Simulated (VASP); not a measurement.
# Al (Im-3m) in VASP: further runs

Runs on Al. Level: PBEsol. Tasks: single point.

All numbers are computed with VASP 6.6.1; they aren't measurements. Logs are shortened: lines on timing, memory, paths and dates and some standing lists are left out, and cuts for length are marked.

### Step 1. The structure

The structure is cubic, space group Im-3m (No. 229). The conventional cell has a = 3.182 Å, b = 3.182 Å, c = 3.182 Å, α = 90.00°, β = 90.00°, γ = 90.00°. Al (site symmetry m-3m) has 8 Al at 2.76 Å as nearest neighbours.

This isn't the form of Al at room conditions, which is fcc.

### Step 2. Single point, PBEsol

The input, INCAR:

```
ADDGRID = F
ALGO = Normal
EDIFF = 1E-7
ENCUT = 500
GGA = PS
ISIF = 2
ISMEAR = 1
LASPH = T
LCHARG = F
LREAL = F
LWAVE = F
NELM = 100
PREC = Normal
SIGMA = 0.15
```

The input, KPOINTS:

```
k-points
0
Gamma
  15 15 15
```

The input, POSCAR:

```
Al
1.0
   -1.5505220000      1.6151010000      1.5901740000
    1.5972310000     -1.6159030000      1.6376860000
    1.5218560000      1.5872370000     -1.5909760000
Al
1
Direct
   -0.0427450000     -0.0166940000     -0.0578530000
```

Potentials or basis: VASP PAW PBE potentials, release 64 (Al).

Started as:

```
cat potpaw_PBE.64/Al/POTCAR > POTCAR
mpirun -np 1 vasp_std > vasp.out
```

OUTCAR:

```text
EDIFF = 1E-7
   ENCUT = 500
   GGA = PS
   ISIF = 2
   ISMEAR = 1
   LASPH = T
   LREAL = F
   NELM = 100
   PREC = Normal

 Found   1688 irreducible k-points:

 Following reciprocal coordinates:
            Coordinates               Weight
  0.000000  0.000000  0.000000      1.000000
  0.066667  0.000000  0.000000      2.000000
  0.133333 -0.000000 -0.000000      2.000000
  0.200000  0.000000 -0.000000      2.000000
  0.266667 -0.000000 -0.000000      2.000000
  0.333333 -0.000000 -0.000000      2.000000
   k-points           NKPTS =   1688   k-points in BZ     NKDIM =   1688   number of bands    NBANDS=      5
   number of dos      NEDOS =    301   number of ions     NIONS =      1
   total plane-waves  NPLWV =   4096
   dimension x,y,z NGX =    16 NGY =   16 NGZ =   16
   dimension x,y,z NGXF=    32 NGYF=   32 NGZF=   32
   ions per type =               1
   NGX,Y,Z   is equivalent  to a cutoff of   9.69,  9.50,  9.80 a.u.
   NGXF,Y,Z  is equivalent  to a cutoff of  19.37, 18.99, 19.60 a.u.
 SYSTEM =  unknown system
   PREC   = normal    normal or accurate (medium, high low for compatibility)
   ISTART =      0    job   : 0-new  1-cont  2-samecut
   ICHARG =      2    charge: 1-file 2-atom 10-const
   ISPIN  =      1    spin polarized calculation?
   LNONCOLLINEAR =      F non collinear calculations
   LSORBIT =      F    spin-orbit coupling
   LASPH  =      T    aspherical Exc in radial PAW
   ENCUT  =  500.0 eV  36.75 Ry    6.06 a.u.   5.01  5.11  4.95*2*pi/ulx,y,z
   NELM   =    100;   NELMIN=  2; NELMDL= -5     # of ELM steps
   EDIFF  = 0.1E-06   stopping-criterion for ELM
   LREAL  =      F    real-space projection
   EDIFFG = 0.1E-05   stopping-criterion for IOM
   NSW    =      0    number of steps for IOM
   IBRION =     -1    ionic relax: 0-MD 1-quasi-New 2-CG
   NFREE  =      0    steps in history (QN), initial steepest desc. (CG)
   ISIF   =      2    stress and relaxation
   ISYM   =      2    0-nonsym 1-usesym 2-fastsym
   POTIM  = 0.5000    time-step for ionic-motion
   TEBEG  =    0.0;   TEEND  =   0.0 temperature during run
   PSTRESS=    0.0 pullay stress
   NELECT =       3.0000    total number of electrons
   NUPDOWN=      -1.0000    fix difference up-down
   EMIN   =  10.00;   EMAX   =-10.00  energy-range for DOS
   EFERMI =   0.00;   METHOD = LEGACY
   ISMEAR =     1;   SIGMA  =   0.15  broadening in eV -4-tet -1-fermi 0-gaus
   EFERMI_NEDOS =   21; number of points for ismear=-14 and -15
   IALGO  =     38    algorithm
   IMIX   =      4    mixing-type and parameters
     AMIX     =   0.40;   BMIX     =  1.00
     AMIX_MAG =   1.60;   BMIX_MAG =  1.00
  volume/ion in A,a.u.               =      16.12       108.75
  Fermi-wavevector in a.u.,A,eV,Ry     =   0.934757  1.766435 11.888373  0.873771
  Thomas-Fermi vector in A             =   2.061595
   LORBIT       =      0    0 simple, 1 ext, 2 COOP (PROOUT), +10 PAW based schemes
   GGA     = PS    functional components
   LHFCALC =     F    Hartree Fock is set to
   AEXX    =    0.0000 exact exchange contribution
   IVDW    =     0    specifies the selected vdW correction
   LEPSILON=     F    determine dielectric tensor
   LRPA    =     F    only Hartree local field effects (RPA)
 non-spin polarized calculation
 Methfessel and Paxton  Order N= 1 SIGMA  =   0.15
  energy-cutoff  :      500.00
  volume of cell :       16.12
 maximum number of plane-waves:       420
   NGX =  9   NGY = 11   NGZ =  9

 number of electron       3.0000000 magnetization

 Free energy of the ion-electron system (eV)
  ---------------------------------------------------
  ext. energy  EPLUGINS =         0.00000000
  ---------------------------------------------------
  free energy    TOTEN  =        -3.99023459 eV

  energy without entropy =       -3.99028783  energy(sigma->0) =       -3.99025233

 E-fermi :   8.1743     XC(G=0): -10.3464

 val. band max:        8.1725202382   @ k =   0.4667  -0.3333   0.2667
 cond. band min:       8.1770710513   @ k =   0.3333  -0.1333   0.2667
 fundamental gap:      0.0045508131
 Fermi energy:         8.1743063690

 k-point     1 :       0.0000    0.0000    0.0000
  band No.  band energies     occupation
      1      -3.0922      2.00000
      2      21.0449      0.00000
      3      21.6427      0.00000
      4      21.9496      0.00000
      5      22.7704      0.00000

 k-point     2 :       0.0667    0.0000    0.0000
  band No.  band energies     occupation
      1      -2.9648      2.00000
      2      19.5982      0.00000
      3      20.8251      0.00000
      4      21.3125      0.00000
      5      22.8422      0.00000

 k-point     3 :       0.1333   -0.0000   -0.0000
  band No.  band energies     occupation
      1      -2.5835      2.00000
      2      16.9660      0.00000
      3      19.6970      0.00000
      4      20.2604      0.00000
      5      22.1083      0.00000

 k-point     4 :       0.2000    0.0000   -0.0000
  band No.  band energies     occupation
      1      -1.9503      2.00000
      2      14.2285      0.00000
      3      18.7158      0.00000
      4      19.2101      0.00000
      5      21.1889      0.00000

 k-point     5 :       0.2667   -0.0000   -0.0000
  band No.  band energies     occupation
      1      -1.0687      2.00000
      2      11.6049      0.00000
      3      17.9247      0.00000
      4      18.3070      0.00000
      5      20.3766      0.00000

 k-point     6 :       0.3333   -0.0000   -0.0000
  band No.  band energies     occupation
      1       0.0566      2.00000
      2       9.1553     -0.00000
      3      17.3322      0.00000
      4      17.6048      0.00000
      5      19.7468      0.00000

 [... further k-points ...]

------------------------ aborting loop because EDIFF is reached ----------------------------------------

  FORCE on cell =-STRESS in cart. coord.  units (eV):
  Direction    XX          YY          ZZ          XY          YZ          ZX
  --------------------------------------------------------------------------------------
  -------------------------------------------------------------------------------------
  Total        0.1401230      0.2264663      0.3392562      0.1260536      0.0001650     -0.1470374
  in kB       13.9306260     22.5146193     33.7278652     12.5318873      0.0164059    -14.6180272
  external PRESSURE =      23.3910368 kB  Pullay stress =       0.0000000 kB

 VOLUME and BASIS-vectors are now :
 -----------------------------------------------------------------------------
  energy-cutoff  :      500.00
  volume of cell :       16.12
      direct lattice vectors                 reciprocal lattice vectors
    -1.550522000  1.615101000  1.590174000    -0.001770503  0.312333611  0.309906003
     1.597231000 -1.615903000  1.637686000     0.316062363  0.002905701  0.305229896
     1.521856000  1.587237000 -1.590976000     0.323572133  0.315167177 -0.004603969

 POSITION                                       TOTAL-FORCE (eV/Angst)
 -----------------------------------------------------------------------------------
      1.52013      1.45255      1.63362        -0.000000      0.000000      0.000000
 -----------------------------------------------------------------------------------
    total drift:                                0.000002      0.000008     -0.000001

  FREE ENERGIE OF THE ION-ELECTRON SYSTEM (eV)
  ---------------------------------------------------
  free  energy   TOTEN  =        -3.9902345882 eV

  energy  without entropy=       -3.9902878253  energy(sigma->0) =       -3.99025233
```

Run time: 47 s. Hardware: 1 thread of Intel Xeon Platinum 8375C at 2.90GHz (Ice Lake), shared host; peak memory 0.22 GiB.

These settings aren't checked as converged: the numbers below hold their error.

Results:

- Free energy: -3.9902 eV
- Pressure: 2.3 GPa
- Band gap on the k mesh: none (metal or under the smearing width)

Caveat: the PAW data sets were made with another functional, which shifts forces and pressure a little.

### Step 3. Single point, PBEsol

INCAR: that of step 2 with these lines changed.

```diff
@@ -9,6 +9,6 @@
 LCHARG = F
-LREAL = F
+LREAL = Auto
 LWAVE = F
 NELM = 100
-PREC = Normal
+PREC = Accurate
 SIGMA = 0.15
```

KPOINTS is that of step 2.

The input, POSCAR:

```
Al
1.0
   -1.5912186900      1.5912186900      1.5912186900
    1.5912186900     -1.5912186900      1.5912186900
    1.5912186900      1.5912186900     -1.5912186900
Al
1
Direct
    0.0000000000      0.0000000000      0.0000000000
```

Potentials or basis: VASP PAW PBE potentials, release 64 (Al).

Started as:

```
cat potpaw_PBE.64/Al/POTCAR > POTCAR
mpirun -np 1 vasp_std > vasp.out
```

OUTCAR:

```text
EDIFF = 1E-7
   ENCUT = 500
   GGA = PS
   ISIF = 2
   ISMEAR = 1
   LASPH = T
   LREAL = Auto
   NELM = 100
   PREC = Accurate

 Found    120 irreducible k-points:

 Following reciprocal coordinates:
            Coordinates               Weight
  0.000000  0.000000  0.000000      1.000000
  0.066667  0.000000  0.000000     12.000000
  0.133333  0.000000  0.000000     12.000000
  0.200000  0.000000  0.000000     12.000000
  0.266667  0.000000  0.000000     12.000000
  0.333333  0.000000  0.000000     12.000000
   k-points           NKPTS =    120   k-points in BZ     NKDIM =    120   number of bands    NBANDS=      5
   number of dos      NEDOS =    301   number of ions     NIONS =      1
   total plane-waves  NPLWV =   8000
   dimension x,y,z NGX =    20 NGY =   20 NGZ =   20
   dimension x,y,z NGXF=    40 NGYF=   40 NGZF=   40
   ions per type =               1
   NGX,Y,Z   is equivalent  to a cutoff of  12.06, 12.06, 12.06 a.u.
   NGXF,Y,Z  is equivalent  to a cutoff of  24.13, 24.13, 24.13 a.u.
 SYSTEM =  unknown system
   PREC   = accura    normal or accurate (medium, high low for compatibility)
   ISTART =      0    job   : 0-new  1-cont  2-samecut
   ICHARG =      2    charge: 1-file 2-atom 10-const
   ISPIN  =      1    spin polarized calculation?
   LNONCOLLINEAR =      F non collinear calculations
   LSORBIT =      F    spin-orbit coupling
   LASPH  =      T    aspherical Exc in radial PAW
   ENCUT  =  500.0 eV  36.75 Ry    6.06 a.u.   5.02  5.02  5.02*2*pi/ulx,y,z
   NELM   =    100;   NELMIN=  2; NELMDL= -5     # of ELM steps
   EDIFF  = 0.1E-06   stopping-criterion for ELM
   LREAL  =      T    real-space projection
   EDIFFG = 0.1E-05   stopping-criterion for IOM
   NSW    =      0    number of steps for IOM
   IBRION =     -1    ionic relax: 0-MD 1-quasi-New 2-CG
   NFREE  =      0    steps in history (QN), initial steepest desc. (CG)
   ISIF   =      2    stress and relaxation
   ISYM   =      2    0-nonsym 1-usesym 2-fastsym
   POTIM  = 0.5000    time-step for ionic-motion
   TEBEG  =    0.0;   TEEND  =   0.0 temperature during run
   PSTRESS=    0.0 pullay stress
   NELECT =       3.0000    total number of electrons
   NUPDOWN=      -1.0000    fix difference up-down
   EMIN   =  10.00;   EMAX   =-10.00  energy-range for DOS
   EFERMI =   0.00;   METHOD = LEGACY
   ISMEAR =     1;   SIGMA  =   0.15  broadening in eV -4-tet -1-fermi 0-gaus
   EFERMI_NEDOS =   21; number of points for ismear=-14 and -15
   IALGO  =     38    algorithm
   IMIX   =      4    mixing-type and parameters
     AMIX     =   0.40;   BMIX     =  1.00
     AMIX_MAG =   1.60;   BMIX_MAG =  1.00
  volume/ion in A,a.u.               =      16.12       108.75
  Fermi-wavevector in a.u.,A,eV,Ry     =   0.934757  1.766435 11.888371  0.873771
  Thomas-Fermi vector in A             =   2.061595
   LORBIT       =      0    0 simple, 1 ext, 2 COOP (PROOUT), +10 PAW based schemes
   GGA     = PS    functional components
   LHFCALC =     F    Hartree Fock is set to
   AEXX    =    0.0000 exact exchange contribution
   IVDW    =     0    specifies the selected vdW correction
   LEPSILON=     F    determine dielectric tensor
   LRPA    =     F    only Hartree local field effects (RPA)
 non-spin polarized calculation
 Methfessel and Paxton  Order N= 1 SIGMA  =   0.15
  energy-cutoff  :      500.00
  volume of cell :       16.12
 maximum number of plane-waves:       420
   NGX =  9   NGY =  9   NGZ =  9

 number of electron       3.0000000 magnetization

 Free energy of the ion-electron system (eV)
  ---------------------------------------------------
  ext. energy  EPLUGINS =         0.00000000
  ---------------------------------------------------
  free energy    TOTEN  =        -3.99158050 eV

  energy without entropy =       -3.99160172  energy(sigma->0) =       -3.99158757

 E-fermi :   8.2028     XC(G=0): -10.3470

 val. band max:        8.1786253279   @ k =  -0.4000   0.4000   0.2000
 cond. band min:       8.2134520100   @ k =   0.2667   0.2667   0.0000
 fundamental gap:      0.0348266820
 Fermi energy:         8.2028033290

 k-point     1 :       0.0000    0.0000    0.0000
  band No.  band energies     occupation
      1      -3.0915      2.00000
      2      21.5847      0.00000
      3      21.5847      0.00000
      4      21.5847      0.00000
      5      23.2263      0.00000

 k-point     2 :       0.0667    0.0000    0.0000
  band No.  band energies     occupation
      1      -2.9617      2.00000
      2      20.0559      0.00000
      3      20.7369      0.00000
      4      21.0624      0.00000
      5      22.6482      0.00000

 k-point     3 :       0.1333    0.0000    0.0000
  band No.  band energies     occupation
      1      -2.5727      2.00000
      2      17.3698      0.00000
      3      19.5814      0.00000
      4      20.0050      0.00000
      5      21.5802      0.00000

 k-point     4 :       0.2000    0.0000    0.0000
  band No.  band energies     occupation
      1      -1.9269      2.00000
      2      14.5775      0.00000
      3      18.5788      0.00000
      4      18.9242      0.00000
      5      20.5488      0.00000

 k-point     5 :       0.2667    0.0000    0.0000
  band No.  band energies     occupation
      1      -1.0277      2.00000
      2      11.9015      0.00000
      3      17.7709      0.00000
      4      17.9949      0.00000
      5      19.6851      0.00000

 k-point     6 :       0.3333    0.0000    0.0000
  band No.  band energies     occupation
      1       0.1197      2.00000
      2       9.4036     -0.00000
      3      17.1648      0.00000
      4      17.2751      0.00000
      5      19.0253      0.00000

 [... further k-points ...]

------------------------ aborting loop because EDIFF is reached ----------------------------------------

  FORCE on cell =-STRESS in cart. coord.  units (eV):
  Direction    XX          YY          ZZ          XY          YZ          ZX
  --------------------------------------------------------------------------------------
  -------------------------------------------------------------------------------------
  Total        0.2249729      0.2249729      0.2249729      0.0000000     -0.0000000      0.0000000
  in kB       22.3661486     22.3661486     22.3661486      0.0000000     -0.0000000      0.0000000
  external PRESSURE =      22.3661486 kB  Pullay stress =       0.0000000 kB

 VOLUME and BASIS-vectors are now :
 -----------------------------------------------------------------------------
  energy-cutoff  :      500.00
  volume of cell :       16.12
      direct lattice vectors                 reciprocal lattice vectors
    -1.591218690  1.591218690  1.591218690     0.000000000  0.314224565  0.314224565
     1.591218690 -1.591218690  1.591218690     0.314224565  0.000000000  0.314224565
     1.591218690  1.591218690 -1.591218690     0.314224565  0.314224565  0.000000000

 POSITION                                       TOTAL-FORCE (eV/Angst)
 -----------------------------------------------------------------------------------
      0.00000      0.00000      0.00000         0.000000      0.000000      0.000000
 -----------------------------------------------------------------------------------
    total drift:                                0.000000      0.000000      0.000000

  FREE ENERGIE OF THE ION-ELECTRON SYSTEM (eV)
  ---------------------------------------------------
  free  energy   TOTEN  =        -3.9915804973 eV

  energy  without entropy=       -3.9916017239  energy(sigma->0) =       -3.99158757
```

OSZICAR:

```text
N       E                     dE             d eps       ncg     rms          rms(c)
DAV:   1    -0.200221640708E+01   -0.20022E+01   -0.79945E+02  1270   0.315E+02
DAV:   2    -0.400676321492E+01   -0.20045E+01   -0.18657E+01  1555   0.305E+01
DAV:   3    -0.402175626055E+01   -0.14993E-01   -0.14985E-01  1615   0.320E+00
DAV:   4    -0.402179713746E+01   -0.40877E-04   -0.40877E-04  1795   0.149E-01
DAV:   5    -0.402179722128E+01   -0.83821E-07   -0.83821E-07  1705   0.473E-03    0.139E+00
DAV:   6    -0.400355190204E+01    0.18245E-01   -0.26320E-03  1570   0.328E-01    0.781E-01
DAV:   7    -0.399159737568E+01    0.11955E-01   -0.70207E-03  1540   0.519E-01    0.168E-01
DAV:   8    -0.399158148370E+01    0.15892E-04   -0.40721E-05  1830   0.620E-02    0.127E-02
DAV:   9    -0.399158079039E+01    0.69332E-06   -0.33408E-07  1715   0.416E-03    0.105E-03
DAV:  10    -0.399158049396E+01    0.29643E-06   -0.70473E-09  1470   0.774E-04    0.722E-04
DAV:  11    -0.399158049726E+01   -0.32962E-08   -0.31660E-10  1010   0.130E-04
   1 F= -.39915805E+01 E0= -.39915876E+01  d E =0.212266E-04
```

Run time: 15 s. Hardware: 1 thread of Intel Xeon Platinum 8375C at 2.90GHz (Ice Lake), shared host; peak memory 0.11 GiB.

These settings aren't checked as converged: the numbers below hold their error.

What came out:

```
Free energy            : -3.9916 eV
Pressure               : 2.2 GPa
Band gap on the k mesh : none (metal or under the smearing width)
```

Caveat: the PAW data sets were made with another functional, which shifts forces and pressure a little.

### Step 4. Single point, PBEsol

INCAR is that of step 3.

KPOINTS is that of step 3.

The input, POSCAR:

```
Al
1.0
   -1.5505220000      1.6151010000      1.5901740000
    1.5972310000     -1.6159030000      1.6376860000
    1.5218560000      1.5872370000     -1.5909760000
Al
1
Direct
   -0.0427450000     -0.0166940000     -0.0578530000
```

Started as:

```
cat potpaw_PBE.64/Al/POTCAR > POTCAR
mpirun -np 1 vasp_std > vasp.out
```

Run time: 3 min. Hardware: 1 thread of Intel Xeon Platinum 8375C at 2.90GHz (Ice Lake), shared host; peak memory 0.19 GiB.

These settings aren't checked as converged: the numbers below hold their error.

Results:

| Quantity | Value |
| --- | --- |
| Free energy | -3.9904 eV |
| Pressure | 2.3 GPa |
| Band gap on the k mesh | none (metal or under the smearing width) |

Caveat: the PAW data sets were made with another functional, which shifts forces and pressure a little.

### Step 5. For comparison

An earlier run on the cell as given: functional PBEsol; potentials or basis VASP PAW PBE potentials, release 64 (Al); cutoff 520 eV; k mesh 12 × 12 × 12; occupations fermi-dirac, width 0.05 eV; no spin polarisation.

- Pressure: 2.3 GPa
- Band gap on the k mesh: none (metal or under the smearing width)
